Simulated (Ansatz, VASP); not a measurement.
# PtSe2 (Sudovikovite) in VASP and in Ansatz

```xyz
3
Lattice="3.7415 0.0000 0.0000 -1.8708 3.2402 0.0000 0.0000 0.0000 4.7649" Properties=species:S:1:pos:R:3 pbc="T T T"
Pt    0.0000    0.0000    0.0000
Se    0.0000    2.1602    1.2612
Se    1.8708    1.0801    3.5037
```

Alike in both runs: functional LDA; k mesh 15 × 15 × 8; occupations fermi-dirac, width 0.15 eV; no spin polarisation.

Ansatz relaxed the structure, and its values are those at the end. VASP's run is a single point on that final structure, the one shown.

```csv
,VASP,Ansatz
version,VASP 6.6.1,Ansatz 0.2.0
potentials or method,"VASP PAW LDA potentials, release 64 (Pt, Se)","scalar-relativistic, plane waves, PAW"
plane-wave cutoff (eV),520,420
valence electrons in the cell,22,50
```

|  | VASP | Ansatz | Ansatz less VASP |
| --- | --- | --- | --- |
| gap on the k mesh at the Fermi level (eV) | none | none | - |
| pressure (GPa) | 0.5 | 0.0 | -0.46 |
| rms of the force components (eV/Å) | 0.024 | 0.000 | -0.0238 |

A gap of «none» marks a metal or a gap that the smearing closes. The two sets of potentials don't hold the same shells in valence.

Spin-orbit coupling is left out, which matters for the levels of Pt.
